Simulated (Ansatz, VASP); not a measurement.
## Re: VASP beside Ansatz

INCAR

```
PREC     = Accurate       # precision mode
ENCUT    = 520            # plane-wave cutoff, eV
EDIFF    = 1E-6           # SCF threshold, eV
ISMEAR   = -1             # smearing method
SIGMA    = 0.05           # smearing width, eV
LREAL    = False          # projectors in reciprocal space
LASPH    = True           # aspherical terms in the spheres
NELM     = 80             # most SCF steps
ALGO     = Normal         # electronic algorithm
ISIF     = 2              # what is computed and relaxed
LWAVE    = False          # write WAVECAR
LCHARG   = False          # write CHGCAR
GGA      = PE             # functional
NBANDS   = 10             # bands
```

KPOINTS

```
regular mesh
0
Gamma
  17 17 17
```

POSCAR

```
Re
1.0
    0.0000000000      1.7380337600      1.7380337600
    1.7380337600      0.0000000000      1.7380337600
    1.7380337600      1.7380337600      0.0000000000
Re
1
Direct
    0.0000000000      0.0000000000      0.0000000000
```

Input for Ansatz:

```yaml
crystal:
  lattice:
    - [0.0, 1.73803376, 1.73803376]
    - [1.73803376, 0.0, 1.73803376]
    - [1.73803376, 1.73803376, 0.0]
  atoms:
    - { symbol: Re, position: [0.0, 0.0, 0.0] }
kpoints:
  mp_grid: { grid: [17, 17, 17] }
scf:
  occupations: { method: fermi_dirac, width: 0.05 }
hamiltonian:
  xc: pbe
  pseudopotentials: { kind: all_electron, lapw: { basis_error: 0.001 } }
output:
  forces: true
  stress: true
  eigenvalues: true
  populations: true
```

Change from the starting cell: volume scaled by 0.7, LAPW.

Alike in both runs: task single point; functional PBE; k mesh 17 × 17 × 17; occupations fermi-dirac, width 0.05 eV; no spin polarisation.

```csv
,VASP,Ansatz
version,VASP 6.6.1,Ansatz 0.2.0
potentials or method,"VASP PAW PBE potentials, release 64 (Re)","all-electron LAPW, scalar-relativistic"
plane-wave cutoff (eV),520,see its input
```

```tsv
	VASP	Ansatz	Ansatz less VASP
pressure (GPa)	284.3	275.5	-8.78
```

Ansatz ran all-electron here, so the differences hold the error of VASP's frozen core and of both bases.

Caveats: the cell as given lies far from equilibrium; so large a pressure means that the cell lies far from this level's equilibrium, or that cutoff or potentials fall short (VASP). Spin-orbit coupling is left out, which matters for the levels of Re.
